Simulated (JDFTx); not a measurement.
# GaAs (F-43m) in JDFTx: further runs

One crystal, GaAs, is run at these levels: LDA, PBEsol; tasks: band structure.

Everything below comes from runs of JDFTx 1.7.0 (patched build). Logs are shortened: lines on timing, memory, paths and dates and some standing lists are left out, and cuts for length are marked. The log counts tension as positive stress, the text compression.

**The experiment to reproduce.**

“Evidence of valence band perturbations in GaAsN/GaAs(001): A combined variable-angle spectroscopic ellipsometry and modulated photoreflectance investigation”, 2008, arxiv:0805.2212 reports, for a bulk crystal of GaAs at 300 K: band gap 1.412 ± 0.01 eV (direct); band gap 1.418 ± 0.005 eV (direct).

How close the calculation comes is told below.

## Step 1: Starting point

It takes space group F-43m (No. 216, cubic). The conventional cell has a = 5.654 Å, b = 5.654 Å, c = 5.654 Å, α = 90.00°, β = 90.00°, γ = 90.00°. As (site symmetry -43m) has 4 Ga at 2.45 Å as nearest neighbours. Ga (site symmetry -43m) is surrounded by 4 As at 2.45 Å.

## Step 2: Band structure, LDA

bands.in reads:

```
lattice \
    0.0000000000     2.8268500000     2.8268500000 \
    2.8268500000     0.0000000000     2.8268500000 \
    2.8268500000     2.8268500000     0.0000000000
latt-scale 1.889726124626 1.889726124626 1.889726124626
coords-type Lattice
ion As     0.7500000000     0.7500000000     0.7500000000 1
ion Ga     0.0000000000     0.0000000000     0.0000000000 1

ion-species pseudo/As.upf
ion-species pseudo/Ga.upf
elec-cutoff 40 320
elec-ex-corr lda-PW
elec-smearing Fermi 0.0018374661
elec-n-bands 21
electronic-minimize nIterations 30 energyDiffThreshold 1e-06
davidson-band-ratio 1.3
forces-output-coords Cartesian
include path.kpoints
symmetries none
fix-electron-density run.$VAR

dump-name bands.$VAR
dump End Ecomponents EigStats BandEigs Kpoints Forces
```

path.kpoints reads:

```
kpoint +0.0000000000 +0.0000000000 +0.0000000000 0.020000000000
kpoint +0.0714285714 +0.0000000000 +0.0714285714 0.020000000000
kpoint +0.1428571429 +0.0000000000 +0.1428571429 0.020000000000
kpoint +0.2142857143 +0.0000000000 +0.2142857143 0.020000000000
kpoint +0.2857142857 +0.0000000000 +0.2857142857 0.020000000000
kpoint +0.3571428571 +0.0000000000 +0.3571428571 0.020000000000
kpoint +0.4285714286 +0.0000000000 +0.4285714286 0.020000000000
kpoint +0.5000000000 +0.0000000000 +0.5000000000 0.020000000000
kpoint +0.5000000000 +0.0833333333 +0.5833333333 0.020000000000
kpoint +0.5000000000 +0.1666666667 +0.6666666667 0.020000000000
kpoint +0.5000000000 +0.2500000000 +0.7500000000 0.020000000000
kpoint +0.4375000000 +0.3125000000 +0.7500000000 0.020000000000
kpoint +0.3750000000 +0.3750000000 +0.7500000000 0.020000000000
kpoint +0.3281250000 +0.3281250000 +0.6562500000 0.020000000000
kpoint +0.2812500000 +0.2812500000 +0.5625000000 0.020000000000
kpoint +0.2343750000 +0.2343750000 +0.4687500000 0.020000000000
kpoint +0.1875000000 +0.1875000000 +0.3750000000 0.020000000000
kpoint +0.1406250000 +0.1406250000 +0.2812500000 0.020000000000
kpoint +0.0937500000 +0.0937500000 +0.1875000000 0.020000000000
kpoint +0.0468750000 +0.0468750000 +0.0937500000 0.020000000000
kpoint +0.0000000000 +0.0000000000 +0.0000000000 0.020000000000
kpoint +0.0833333333 +0.0833333333 +0.0833333333 0.020000000000
kpoint +0.1666666667 +0.1666666667 +0.1666666667 0.020000000000
kpoint +0.2500000000 +0.2500000000 +0.2500000000 0.020000000000
kpoint +0.3333333333 +0.3333333333 +0.3333333333 0.020000000000
kpoint +0.4166666667 +0.4166666667 +0.4166666667 0.020000000000
kpoint +0.5000000000 +0.5000000000 +0.5000000000 0.020000000000
kpoint +0.5250000000 +0.4500000000 +0.5250000000 0.020000000000
kpoint +0.5500000000 +0.4000000000 +0.5500000000 0.020000000000
kpoint +0.5750000000 +0.3500000000 +0.5750000000 0.020000000000
kpoint +0.6000000000 +0.3000000000 +0.6000000000 0.020000000000
kpoint +0.6250000000 +0.2500000000 +0.6250000000 0.020000000000
kpoint +0.5625000000 +0.2500000000 +0.6875000000 0.020000000000
kpoint +0.5000000000 +0.2500000000 +0.7500000000 0.020000000000
kpoint +0.5000000000 +0.2916666667 +0.7083333333 0.020000000000
kpoint +0.5000000000 +0.3333333333 +0.6666666667 0.020000000000
kpoint +0.5000000000 +0.3750000000 +0.6250000000 0.020000000000
kpoint +0.5000000000 +0.4166666667 +0.5833333333 0.020000000000
kpoint +0.5000000000 +0.4583333333 +0.5416666667 0.020000000000
kpoint +0.5000000000 +0.5000000000 +0.5000000000 0.020000000000
kpoint +0.4791666667 +0.4791666667 +0.5416666667 0.020000000000
kpoint +0.4583333333 +0.4583333333 +0.5833333333 0.020000000000
kpoint +0.4375000000 +0.4375000000 +0.6250000000 0.020000000000
kpoint +0.4166666667 +0.4166666667 +0.6666666667 0.020000000000
kpoint +0.3958333333 +0.3958333333 +0.7083333333 0.020000000000
kpoint +0.3750000000 +0.3750000000 +0.7500000000 0.020000000000
kpoint +0.6250000000 +0.2500000000 +0.6250000000 0.020000000000
kpoint +0.5833333333 +0.1666666667 +0.5833333333 0.020000000000
kpoint +0.5416666667 +0.0833333333 +0.5416666667 0.020000000000
kpoint +0.5000000000 +0.0000000000 +0.5000000000 0.020000000000
```

Potentials or basis: PseudoDojo-SR-LDA-0.4.1-standard with smoothed tails.

Run with:

```sh
$ jdftx -c 1 -i bands.in -o bands.out
```

Output:

```text
*************** JDFTx 1.7.0 (patched build) ***************

Input parsed successfully to the following command list (including defaults):
[... the input with its defaults ...]

---------- Initializing the Grid ----------
R =
[            0      5.34197      5.34197  ]
[      5.34197            0      5.34197  ]
[      5.34197      5.34197            0  ]
unit cell volume = 304.884
G =
[  -0.588096   0.588096   0.588096  ]
[   0.588096  -0.588096   0.588096  ]
[   0.588096   0.588096  -0.588096  ]
Minimum fftbox size, Smin = [  64  64  64  ]
Chosen fftbox size, S = [  64  64  64  ]

---------- Initializing tighter grid for wavefunction operations ----------
R =
[            0      5.34197      5.34197  ]
[      5.34197            0      5.34197  ]
[      5.34197      5.34197            0  ]
unit cell volume = 304.884
G =
[  -0.588096   0.588096   0.588096  ]
[   0.588096  -0.588096   0.588096  ]
[   0.588096   0.588096  -0.588096  ]
Minimum fftbox size, Smin = [  44  44  44  ]
Chosen fftbox size, S = [  48  48  48  ]

---------- Exchange Correlation functional ----------
Initalized Slater LDA exchange.
Initalized Perdew-Wang LDA correlation.

---------- Setting up pseudopotentials ----------
Width of ionic core gaussian charges (only for fluid interactions / plotting) set to 0

Reading pseudopotential file 'pseudo/As.upf':
  'As' pseudopotential, 'SLA  PW   NOGX NOGC' functional
  Generated using ONCVPSP code by D. R. Hamann
  15 valence electrons, 3 orbitals, 6 projectors, 1001 radial grid points, with lMax = 2
    3D    l: 2   occupation: 10.0   eigenvalue: -1.502949
    4S    l: 0   occupation:  2.0   eigenvalue: -0.540203
    4P    l: 1   occupation:  3.0   eigenvalue: -0.196304
  Core radius for overlap checks: 1.74 bohrs.

Reading pseudopotential file 'pseudo/Ga.upf':
  'Ga' pseudopotential, 'SLA  PW   NOGX NOGC' functional
  Generated using ONCVPSP code by D. R. Hamann
  13 valence electrons, 3 orbitals, 6 projectors, 1001 radial grid points, with lMax = 2
    3D    l: 2   occupation: 10.0   eigenvalue: -0.713198
    4S    l: 0   occupation:  2.0   eigenvalue: -0.337001
    4P    l: 1   occupation:  1.0   eigenvalue: -0.100440
  Core radius for overlap checks: 1.84 bohrs.

Initialized 2 species with 2 total atoms.

Folded 50 k-points by 1x1x1 to 50 k-points.

---------- Setting up k-points, bands, fillings ----------
No reducable k-points.
Computing the number of bands and number of electrons
Calculating initial fillings.
nElectrons:  28.000000   nBands: 21   nStates: 50

----- Setting up reduced wavefunction bases (one per k-point) -----
average nbasis = 3688.620 , ideal nbasis = 3683.994

---------- Setting up ewald sum ----------
Optimum gaussian width for ewald sums = 2.426231 bohr.
Real space sum over 1331 unit cells with max indices [  5  5  5  ]
Reciprocal space sum over 2197 terms with max indices [  6  6  6  ]

---------- Allocating electronic variables ----------
Reading n from file 'run.n' ... done
Initializing wave functions:  linear combination of atomic orbitals
Note: number of bands (21) exceeds available atomic orbitals (18)

----------- Band structure minimization -------------
Minimization will be done independently for each quantum number.

---- Minimization of quantum number:     0  [ +0.0000000 +0.0000000 +0.0000000 ]  0.040000000 ----
BandDavidson: Iter:   0  Eband: -0.047469585135786
BandDavidson: Iter:   1  Eband: -0.062789857957282  dEband: -1.532027e-02
BandDavidson: Iter:   2  Eband: -0.065122345203988  dEband: -2.332487e-03
BandDavidson: Iter:   3  Eband: -0.067430114880287  dEband: -2.307770e-03
[... 665 lines of inner loops ...]
BandDavidson: Iter:   8  Eband: -0.051480781439029  dEband: -2.170021e-06
BandDavidson: Iter:   9  Eband: -0.051481711732644  dEband: -9.302936e-07
BandDavidson: Converged (dEband<1.000000e-06)
	FillingsUpdate:  mu: +0.318161444  nElectrons: 28.000000
WARNING: these k-points are no uniform mesh, so that mu and the fillings of partly filled bands are only those of these points: take mu from the calculation that made the density or potential.

Dumping 'bands.eigStats' ...
	eMin: -0.986350 at state 7 ( [ +0.500000 +0.000000 +0.500000 ] spin 0 )
	HOMO: +0.311829 at state 20 ( [ +0.000000 +0.000000 +0.000000 ] spin 0 )
	mu  : +0.318161
	LUMO: +0.322102 at state 0 ( [ +0.000000 +0.000000 +0.000000 ] spin 0 )
	eMax: +0.829446 at state 31 ( [ -0.375000 +0.250000 -0.375000 ] spin 0 )
	HOMO-LUMO gap: +0.010273
	Optical gap  : +0.010273 at state 20 ( [ +0.000000 +0.000000 +0.000000 ] spin 0 )
Done!
[note: mu, HOMO and LUMO in a band run belong to the points of the path alone and aren't those of the crystal]
```

Wall time 59 s (1 thread of Arm Neoverse V1, shared host); peak memory 0.12 GiB.

Results:

- Band gap along the path: 0.28 eV, direct

Levels at the corners of the path, in eV from the valence-band top:
```csv
point,band 12,band 13,band 14,band 15,band 16,band 17
Γ,0.00,0.00,0.00,0.28,3.69,3.69
X,-6.88,-2.68,-2.68,1.36,1.56,10.04
W,-6.69,-3.55,-3.36,4.54,4.64,5.30
K,-6.69,-3.88,-2.26,1.86,4.55,7.83
Γ,0.00,0.00,0.00,0.28,3.69,3.69
L,-6.69,-1.14,-1.14,0.85,4.60,4.60
U,-6.69,-3.88,-2.26,1.86,4.55,7.83
W,-6.69,-3.55,-3.36,4.54,4.64,5.30
L,-6.69,-1.14,-1.14,0.85,4.60,4.60
K,-6.69,-3.88,-2.26,1.86,4.55,7.83
U,-6.69,-3.88,-2.26,1.86,4.55,7.83
X,-6.88,-2.68,-2.68,1.36,1.56,10.04
```

## Step 3: Band structure, PBEsol

Edit bands.in of step 2 so:

```diff
@@ -11,4 +11,4 @@
 ion-species pseudo/Ga.upf
-elec-cutoff 40 320
-elec-ex-corr lda-PW
+elec-cutoff 42 336
+elec-ex-corr gga-PBEsol
 elec-smearing Fermi 0.0018374661
```

path.kpoints is that of step 2.

Potentials or basis: PseudoDojo-SR-PBEsol-0.4.1-standard with smoothed tails.

Run with:

```sh
$ jdftx -c 1 -i bands.in -o bands.out
```

Run time: 62 s. Hardware: 1 thread of Arm Neoverse V1, shared host; peak memory 0.14 GiB.

Results (log left out):

```
Band gap along the path : 0.44 eV, direct
```

Levels at the corners of the path, in eV from the valence-band top:
```
point  band 11  band 12  band 13  band 14  band 15  band 16  band 17
    Γ   -12.75     0.00     0.00     0.00     0.44     3.71     3.71
    X   -10.24    -6.84    -2.69    -2.69     1.36     1.58    10.13
    W   -10.19    -6.65    -3.57    -3.37     4.60     4.63     5.35
    K   -10.28    -6.65    -3.89    -2.27     1.88     4.58     7.89
    Γ   -12.75     0.00     0.00     0.00     0.44     3.71     3.71
    L   -10.98    -6.67    -1.14    -1.14     0.93     4.60     4.60
    U   -10.28    -6.65    -3.89    -2.27     1.88     4.58     7.89
    W   -10.19    -6.65    -3.57    -3.37     4.60     4.63     5.35
    L   -10.98    -6.67    -1.14    -1.14     0.93     4.60     4.60
    K   -10.28    -6.65    -3.89    -2.27     1.88     4.58     7.89
    U   -10.28    -6.65    -3.89    -2.27     1.88     4.58     7.89
    X   -10.24    -6.84    -2.69    -2.69     1.36     1.58    10.13
```

## Step 4: The reference run

An earlier run on the cell as given: functional PBEsol; potentials or basis PseudoDojo-SR-PBEsol-0.4.1-standard with smoothed tails; cutoff 1143 eV; density cutoff 9143 eV; k mesh 8 × 8 × 8; occupations fermi-dirac, width 0.05 eV; no spin polarisation.

- Pressure: 0.3 GPa
- Band gap on the k mesh: 0.44 eV, direct

## Step 5: Comparison with measurements

Step 2. A measured gap of GaAs is 1.412 eV (direct; 300 K; “Evidence of valence band perturbations in GaAsN/GaAs(001): A combined variable-angle spectroscopic ellipsometry and modulated photoreflectance investigation”, 2008, arxiv:0805.2212); the calculated 0.28 eV misses it by -1.13 eV. So large a miss can be the level of theory's own, or it may mean another phase, state or a wrong row. 3 values of this kind are on record (1.412 to 1.51 eV); this one was drawn at random among those near their median, those with a stated uncertainty first. Spin-orbit coupling on As, Ga is left out. The value is that of LDA, without temperature or zero-point motion. Semilocal functionals fall short of measured gaps as a rule.

Step 3. A measured gap of GaAs is 1.418 eV (direct; 300 K; “Evidence of valence band perturbations in GaAsN/GaAs(001): A combined variable-angle spectroscopic ellipsometry and modulated photoreflectance investigation”, 2008, arxiv:0805.2212); the calculated 0.44 eV misses it by -0.98 eV. 3 values of this kind are on record (1.412 to 1.51 eV); this one was drawn at random among those near their median, those with a stated uncertainty first. Spin-orbit coupling on As, Ga is left out. The value is that of PBEsol, without temperature or zero-point motion. Semilocal functionals fall short of measured gaps as a rule.
